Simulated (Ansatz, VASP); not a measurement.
# Two plane-wave programs on CoSi

The input INCAR:

```
SYSTEM = CoSi
  PREC = Accurate
  ENCUT = 520
  EDIFF = 1E-7
  ISMEAR = -1
  SIGMA = 0.08
  LREAL = .False.
  LASPH = .True.
  NELM = 60
  ALGO = Normal
  ISIF = 2
  LWAVE = .False.
  LCHARG = .False.
  GGA = PE
  NBANDS = 14
```

The input KPOINTS:

```
Automatic mesh
0
Gamma
  16 16 16
  0 0 0
```

The input POSCAR:

```
CoSi
1.0
    0.0000000000      2.1464766656      2.1464766656
    2.1464766656      0.0000000000      2.1464766656
    2.1464766656      2.1464766656      0.0000000000
Co Si
1 1
Direct
    0.0000000000      0.0000000000      0.0000000000
    0.5000000000      0.5000000000      0.5000000000
```

Input for Ansatz:

```yaml
crystal:
  lattice:
    - [0.0, 2.1464766656, 2.1464766656]
    - [2.1464766656, 0.0, 2.1464766656]
    - [2.1464766656, 2.1464766656, 0.0]
  atoms:
    - { symbol: Co, position: [0.0, 0.0, 0.0] }
    - { symbol: Si, position: [0.5, 0.5, 0.5] }
kpoints:
  mp_grid: { grid: [16, 16, 16] }
scf:
  occupations: { method: fermi_dirac, width: 0.08 }
hamiltonian:
  xc: pbe
  pseudopotentials: { kind: paw }
output:
  forces: true
  stress: true
  eigenvalues: true
  write_density: true
  write_potential: true
  elf: true
  volumetric_format: npy
```

Change from the starting cell: volume scaled by 0.78, to set the pressure.

Alike in both runs: task single point; functional PBE; k mesh 16 × 16 × 16; occupations fermi-dirac, width 0.08 eV; no spin polarisation.

|  | VASP | Ansatz |
| --- | --- | --- |
| version | VASP 6.6.1 | Ansatz 0.2.0 |
| potentials or method | VASP PAW PBE potentials, release 64 (Co, Si) | PAW with Ansatz's default frozen-core files, scalar-relativistic |
| plane-wave cutoff (eV) | 520 | 420 |
| valence electrons in the cell | 13 | 21 |

```csv
,VASP,Ansatz,Ansatz less VASP
pressure (GPa),68.9,68.4,-0.48
```

The two sets of potentials don't hold the same shells in valence.

Caveats: the cell as given lies far from equilibrium; so large a pressure means that the cell lies far from this level's equilibrium, or that cutoff or potentials fall short (VASP). Spin polarisation is off, so any magnetic state and its effect on volume and gap are missing.
